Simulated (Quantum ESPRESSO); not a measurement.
## PbO (Litharge) under changes of volume

One of the cells (19.940 Å³/atom); the others are scaled copies at fixed shape and fractional positions:

```
Pb O
1.0
     3.99000    0.00000    0.00000
     0.00000    3.99000    0.00000
     0.00000    0.00000    5.01000
Pb O
2 2
Direct
  0.50000 0.00000 0.76000
  0.00000 0.50000 0.24000
  0.50000 0.50000 0.00000
  0.00000 0.00000 0.00000
```

* Program: Quantum ESPRESSO 7.5
* Functional: r2SCAN
* Potentials or basis: SG15 PBE 1.2
* Cutoff: 1197 eV
* Density cutoff: 4789 eV
* k mesh: 3 × 3 × 2
* Occupations: fermi-dirac, width 0.05 eV
* Spin: no spin polarisation

```csv
volume (Å³/atom),energy over the lowest point (meV/atom),pressure (GPa),gap on the mesh (eV)
18.744,16.49,5.4,2.27
19.142,5.88,3.1,2.27
19.541,0.57,1.1,2.27
19.940,0.00,-0.7,2.27
20.339,?,?,?
20.738,11.12,-3.7,2.25
21.136,21.96,-5.0,2.24
```

What does the run at 20.339 Å³/atom give?

Energy over the lowest point 3.67 meV/atom; pressure -2.3 GPa; gap on the mesh 2.26 eV.

Worked out: A Birch-Murnaghan fit of order 3 (a polynomial in V^(-2/3)) to the other rows has its minimum at 19.79 Å³/atom with B0 = V·E''(V) = 88 GPa and B' = 4.6 at fixed shape and positions, which overstates the stiffness. It gives 3.66 meV/atom at 20.339 Å³/atom, against the run's 3.67, and -dE/dV = -2.3 GPa, against -2.3. A parabola through the other rows of the gap, of slope -0.408 eV per unit of ln V there, gives 2.26 eV, against the run's 2.26.

Energies are extrapolated to zero smearing.

Caveats: all runs use coarse meshes; the potentials were made for another functional, which shifts forces and pressure; spin-orbit coupling is left out, which as a rule narrows the gap of such compounds by several tenths of an eV; an odd mesh through Γ misses points on the zone boundary, where band edges often lie.
